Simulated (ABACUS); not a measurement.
Crystal: Mo.

```
Mo
1.0
    -1.58381    1.58381    1.58381
     1.58381   -1.58381    1.58381
     1.58381    1.58381   -1.58381
Mo
1
Direct
  0.00000 0.00000 0.00000
```

- Program: ABACUS 3.10.1
- Task: relaxation of cell and atoms
- Functional: WC
- Potentials or basis: PseudoDojo NC SR 0.4 PBEsol stringent
- Cutoff: 1102 eV
- Density cutoff: 4408 eV
- Basis: plane waves
- k mesh: 10 × 10 × 10
- Occupations: fermi-dirac, width 0.05 eV
- Spin: no spin polarisation

At the start: pressure -7.9 GPa; volume 15.89 Å³/atom.

How do energy, volume and symmetry change on relaxing?

Over 3 steps the energy falls by 12.3 meV/atom and the volume is 15.41 Å³/atom (-3.0 %); space group Im-3m (No. 229, to 0.05 Å).

Step by step:
```tsv
step	energy change (eV)	largest force (eV/Å)	pressure (GPa)	volume (Å³)
1	0.0000	0.0000	-7.92	15.89
2	-0.0122	0.0000	0.72	15.37
3	-0.0123	0.0000	-0.03	15.41
```

Final structure:
```
CELL_PARAMETERS angstrom
-1.56754 1.56754 1.56754
1.56754 -1.56754 1.56754
1.56754 1.56754 -1.56754
ATOMIC_POSITIONS crystal
Mo 0.00000 0.00000 0.00000
```

Caveat: the potentials were made for another functional, which shifts forces and pressure.
